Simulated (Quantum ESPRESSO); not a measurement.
# C (P1) in Quantum ESPRESSO: convergence with number of bands

Aim: find how far number of bands must go before the results for C settle, at PBE. This setting moves, with any that are tied to it; all else stays.

The COD entry that gives the cell may itself be a prediction, so a difference from it is no test against experiment.

Everything below comes from runs of Quantum ESPRESSO 7.5. Logs are shortened: lines on timing, memory, paths and dates and some standing lists are left out, and cuts for length are marked.

## Step 1: The cell of the first run

The typed cell holds 12 atoms: a = 2.522 Å, b = 2.522 Å, c = 12.356 Å, α = 90.00°, β = 90.00°, γ = 120.00°.

This isn't the form of C at room conditions, which is graphite.

The cell isn't the ideal one: atoms moved at random, drawn with an rms of 0.15 Å.

## Step 2: With number of bands 29

The input, pw.in:

```
&CONTROL
  calculation = 'scf'
  prefix = 'pwscf'
  outdir = './tmp'
  pseudo_dir = './pseudo'
  tprnfor = .true.
  tstress = .true.
  disk_io = 'nowf'
/
&SYSTEM
  ibrav = 0
  nat = 12
  ntyp = 1
  ecutwfc = 55
  ecutrho = 440
  nbnd = 29
  occupations = 'smearing'
  smearing = 'mp'
  degauss = 0.00734986
/
&ELECTRONS
  conv_thr = 2.4d-09
  electron_maxstep = 120
  mixing_beta = 0.5
/
ATOMIC_SPECIES
C     12.0110 C.pbe-n-kjpaw_psl.1.0.0.UPF
CELL_PARAMETERS angstrom
   2.5221000000    0.0000000000    0.0000000000
  -1.2610500000    2.1842026709    0.0000000000
   0.0000000000    0.0000000000   12.3557000000
ATOMIC_POSITIONS crystal
C      0.6878180000    0.3395400000    0.3617010000
C      0.3173690000    0.6292830000    0.8528340000
C      0.6426250000    0.3125180000    0.1574240000
C      0.3515760000    0.6795360000    0.6460900000
C      0.6661720000    0.3309790000    0.4910030000
C      0.3409250000    0.6805810000    0.9763440000
C      0.6662430000    0.3183690000    0.0173620000
C      0.3522580000    0.7090330000    0.5311450000
C      0.0437520000    0.0395700000    0.8125720000
C     -0.0212170000   -0.0269750000    0.3169140000
C     -0.0110450000   -0.0536700000    0.6865100000
C     -0.0125670000    0.0699020000    0.2016680000
K_POINTS automatic
7 7 2 0 0 0
```

Potentials or basis: SSSP 1.3 efficiency PBE.

Command:

```sh
> OMP_NUM_THREADS=1 pw.x -in pw.in > pw.out
```

pw.out:

```text
This program is part of the open-source Quantum ESPRESSO suite
     for quantum simulation of materials; please cite
         "P. Giannozzi et al., J. Phys.:Condens. Matter 21 395502 (2009);
         "P. Giannozzi et al., J. Phys.:Condens. Matter 29 465901 (2017);
         "P. Giannozzi et al., J. Chem. Phys. 152 154105 (2020);
     in publications or presentations arising from this work. More details at

     file C.pbe-n-kjpaw_psl.1.0.0.UPF: wavefunction(s)  2S 2P renormalized

     G-vector sticks info
     --------------------
     sticks:   dense  smooth     PW     G-vecs:    dense   smooth      PW
     Sum         685     349    109                71495    25383    4297

     Using Slab Decomposition

     bravais-lattice index     =            0
     lattice parameter (alat)  =       4.7661  a.u.
     unit-cell volume          =     459.3241 (a.u.)^3
     number of atoms/cell      =           12
     number of atomic types    =            1
     number of electrons       =        48.00
     number of Kohn-Sham states=           29
     kinetic-energy cutoff     =      55.0000  Ry
     charge density cutoff     =     440.0000  Ry
     scf convergence threshold =      2.4E-09
     mixing beta               =       0.5000
     number of iterations used =            8  plain     mixing
     Exchange-correlation= SLA  PW   PBX  PBC
                           (   1   4   3   4   0   0   0)

     celldm(1)=   4.766078  celldm(2)=   0.000000  celldm(3)=   0.000000
     celldm(4)=   0.000000  celldm(5)=   0.000000  celldm(6)=   0.000000

     crystal axes: (cart. coord. in units of alat)
               a(1) = (   1.000000   0.000000   0.000000 )
               a(2) = (  -0.500000   0.866025   0.000000 )
[... 438 lines left out ...]
     7.0257   7.3973   7.6831   7.9462   9.2515   9.4659  10.3662  10.9145
    18.2984  18.9114  19.4140  19.8656  20.2729
[... 24 lines left out ...]
    -5.0409  -4.5123  -3.7113  -2.7006  -0.7310  -0.4128   1.6402   2.2159
     3.0322   3.4578   4.6681   4.8647   5.3140   5.6564   5.9462   6.2303
     7.0433   7.4875   8.0806   8.5383   9.0333   9.2345  10.3300  10.8624
    18.0567  18.7613  19.3997  20.0498  20.6211

          k =-0.2857-0.3299 0.1021 (  3144 PWs)   bands (ev):

    -5.0506  -4.5257  -3.7226  -2.6942  -0.7346  -0.4102   1.7619   2.4642
     2.9187   3.3926   4.5420   4.8950   5.0021   5.4422   6.2646   6.5980
     7.1074   7.3078   7.9825   8.4640   8.8069   9.3542  10.5953  10.7561
    18.3454  18.7466  19.6940  19.8360  20.2691
[... 52 lines left out ...]
    -2.8824  -2.3113  -1.6831  -0.7537  -0.2070   0.1538   0.9830   1.5785
     1.8555   2.0607   2.7838   3.2151   4.0661   4.2943   5.2463   5.3588
     5.9112   6.1017   6.7727   7.2273   8.2811   8.8578   9.0402   9.4154
    18.4971  18.9553  19.9429  20.8114  21.1158

          k = 0.5714-0.0000-0.1021 (  3156 PWs)   bands (ev):

    -2.8612  -2.3507  -1.7678  -0.7889  -0.1681   0.1427   1.1457   1.5959
     1.8078   2.0982   3.2327   3.3820   4.0161   4.2254   4.8262   5.1674
     5.8064   6.1652   6.8887   7.3954   8.4348   8.6928   8.8720   9.4415
    18.6232  18.9492  19.8210  20.7143  21.2725

     the Fermi energy is    15.7347 ev

!    total energy              =    -220.97083281 Ry
     total all-electron energy =      -914.140007 Ry
     estimated scf accuracy    <          1.1E-09 Ry
     smearing contrib. (-TS)   =       0.00000000 Ry
     internal energy E=F+TS    =    -220.97083281 Ry

     The total energy is F=E-TS. E is the sum of the following terms:
     one-electron contribution =      47.90743998 Ry
     hartree contribution      =      13.03154621 Ry
     xc contribution           =     -56.33579703 Ry
     ewald contribution        =    -151.60419759 Ry
     one-center paw contrib.   =     -73.96982438 Ry

     convergence has been achieved in  12 iterations

     Forces acting on atoms (cartesian axes, Ry/au):

     atom    1 type  1   force =    -0.06791637   -0.08458805    0.04192633
     atom    2 type  1   force =     0.03140695    0.27765350    0.05707884
     atom    3 type  1   force =    -0.13130959    0.16288201   -0.13021486
     atom    4 type  1   force =     0.00839846   -0.12579857    0.08219516
     atom    5 type  1   force =     0.00004936    0.14657937   -0.11169259
     atom    6 type  1   force =     0.02127662   -0.11366790    0.04068217
     atom    7 type  1   force =    -0.02947324    0.07881577    0.09375041
     atom    8 type  1   force =     0.01787746   -0.15350016   -0.10921695
     atom    9 type  1   force =    -0.04029779   -0.29466152   -0.06481409
     atom   10 type  1   force =     0.03427433    0.11897026    0.15714429
     atom   11 type  1   force =    -0.01466013    0.19351953    0.07356656
     atom   12 type  1   force =     0.17037392   -0.20620422   -0.13040528

     Total force =     0.737030     Total SCF correction =     0.000079

     Computing stress (Cartesian axis) and pressure

          total   stress  (Ry/bohr**3)                   (kbar)     P=      137.85
   0.00038387  -0.00011226   0.00012924           56.47      -16.51       19.01
  -0.00011226   0.00083402   0.00001497          -16.51      122.69        2.20
   0.00012924   0.00001497   0.00159344           19.01        2.20      234.40

=------------------------------------------------------------------------------=
   JOB DONE.
=------------------------------------------------------------------------------=
```

It took 98 s on 1 thread of Arm Neoverse V2, shared host; peak memory 0.22 GiB.

Results:

| Property | Result |
| --- | --- |
| Free energy | -3006.4613 eV |
| Pressure | 13.8 GPa |
| Largest force | 7.826 eV/Å |
| Band gap on the k mesh | 1.79 eV, indirect (least direct gap 2.03 eV) |

## Step 3: With number of bands 30

pw.in, as its differences from that of step 2:

```diff
@@ -15,3 +15,3 @@
   ecutrho = 440
-  nbnd = 29
+  nbnd = 30
   occupations = 'smearing'
```

Potentials or basis: SSSP 1.3 efficiency PBE.

Command:

```sh
> OMP_NUM_THREADS=1 pw.x -in pw.in > pw.out
```

Run time: 1.7 min. Hardware: 1 thread of Arm Neoverse V2, shared host; peak memory 0.22 GiB.

What came out:

```yaml
Free_energy: -3006.4613 eV
Pressure: 13.8 GPa
Largest_force: 7.826 eV/Å
Band_gap_on_the_k_mesh: 1.79 eV, indirect (least direct gap 2.03 eV)
```

## Step 4: With number of bands 31

pw.in, as its differences from that of step 3:

```diff
@@ -15,3 +15,3 @@
   ecutrho = 440
-  nbnd = 30
+  nbnd = 31
   occupations = 'smearing'
```

Command:

```sh
> OMP_NUM_THREADS=1 pw.x -in pw.in > pw.out
```

Run time: 1.7 min. Hardware: 1 thread of Arm Neoverse V2, shared host; peak memory 0.2 GiB.

What came out:

```
Free energy            : -3006.4613 eV
Pressure               : 13.8 GPa
Largest force          : 7.826 eV/Å
Band gap on the k mesh : 1.79 eV, indirect (least direct gap 2.03 eV)
```

## Step 5: With number of bands 33

pw.in, as its differences from that of step 4:

```diff
@@ -15,3 +15,3 @@
   ecutrho = 440
-  nbnd = 31
+  nbnd = 33
   occupations = 'smearing'
```

Command:

```sh
> OMP_NUM_THREADS=1 pw.x -in pw.in > pw.out
```

It took 1.8 min on 1 thread of Arm Neoverse V2, shared host; peak memory 0.2 GiB.

The run converged. Its results:

```yaml
Free_energy: -3006.4613 eV
Pressure: 13.8 GPa
Largest_force: 7.826 eV/Å
Band_gap_on_the_k_mesh: 1.79 eV, indirect (least direct gap 2.03 eV)
```

## Step 6: With number of bands 37

pw.in, as its differences from that of step 5:

```diff
@@ -15,3 +15,3 @@
   ecutrho = 440
-  nbnd = 33
+  nbnd = 37
   occupations = 'smearing'
```

Potentials or basis: SSSP 1.3 efficiency PBE.

Command:

```sh
> OMP_NUM_THREADS=1 pw.x -in pw.in > pw.out
```

Run time: 1.9 min. Hardware: 1 thread of Arm Neoverse V2, shared host; peak memory 0.24 GiB.

It converged, with:

```yaml
Free_energy: -3006.4613 eV
Pressure: 13.8 GPa
Largest_force: 7.826 eV/Å
Band_gap_on_the_k_mesh: 1.79 eV, indirect (least direct gap 2.03 eV)
```

## Step 7: With number of bands 45

pw.in, as its differences from that of step 6:

```diff
@@ -15,3 +15,3 @@
   ecutrho = 440
-  nbnd = 37
+  nbnd = 45
   occupations = 'smearing'
```

Command:

```sh
> OMP_NUM_THREADS=1 pw.x -in pw.in > pw.out
```

Run time: 2.1 min. Hardware: 1 thread of Arm Neoverse V2, shared host; peak memory 0.26 GiB.

Results (log left out):

```
Free energy            : -3006.4613 eV
Pressure               : 13.8 GPa
Largest force          : 7.826 eV/Å
Band gap on the k mesh : 1.79 eV, indirect (least direct gap 2.03 eV)
```

## Step 8: Result

```csv
number of bands,"energy less the tightest run, at zero smearing (meV/atom)",SCF cycles,CPU time (s),peak memory (GiB)
29,0.00,12,98,0.22
30,0.00,12,100,0.22
31,0.00,12,100,0.2
33,0.00,12,110,0.2
37,0.00,11,110,0.24
45,0.00,11,130,0.26
```

Against the tightest run, the energy stays within 1 meV/atom from 29 on. The tightest run that finished is the yardstick and may itself not be fully converged.

Caveats: this smearing can shift energies of a crystal with a gap; an odd mesh through Γ misses points on the zone boundary, where band edges often lie.
